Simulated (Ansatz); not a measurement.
**AlNi: single point with PBE**

AlNi:

```
Ni Al
1.0
     2.88100    0.00000    0.00000
     0.00000    2.88100    0.00000
     0.00000    0.00000    2.88100
Ni Al
1 1
Direct
  0.50000 0.50000 0.50000
  0.00000 0.00000 0.00000
```

```yaml
Program: Ansatz 0.2.0
Task: single point
Functional: PBE
Potentials_or_basis: Ansatz PAW
Cutoff: "420 eV (not typed: the program's choice for these potentials)"
k_mesh: 9 × 9 × 9
Occupations: gaussian, width 0.014 eV
Spin: collinear spin, ferromagnetic start
Starting_moments: "[1.0, 0.0] μB"
```

The pressure is 1.9 GPa. The band gap on the k mesh is none (metal or under the smearing width), the net moment is 0.00 μB per cell and the absolute moment is 0.00 μB per cell.

Levels at points of the mesh, in eV from the Fermi level:
Spin up:
| k point | band 7 | band 8 | band 9 | band 10 | band 11 | band 12 | band 13 | band 14 |
| --- | --- | --- | --- | --- | --- | --- | --- | --- |
| (0.00, 0.00, 0.00) | -3.28 | -1.57 | -1.57 | -1.57 | 5.45 | 5.45 | 5.45 | 8.05 |
Spin down:
| k point | band 8 | band 9 | band 10 | band 11 | band 12 | band 13 |
| --- | --- | --- | --- | --- | --- | --- |
| (0.00, 0.00, 0.00) | -1.57 | -1.57 | -1.57 | 5.45 | 5.45 | 5.45 |

It took 5.2 s on 2 threads of Intel(R) Xeon(R) Processor @ 2.50GHz (Skylake/Cascade Lake), on a shared host, peak memory 0.33 GiB.

Caveat: the starting moments weren't kept.
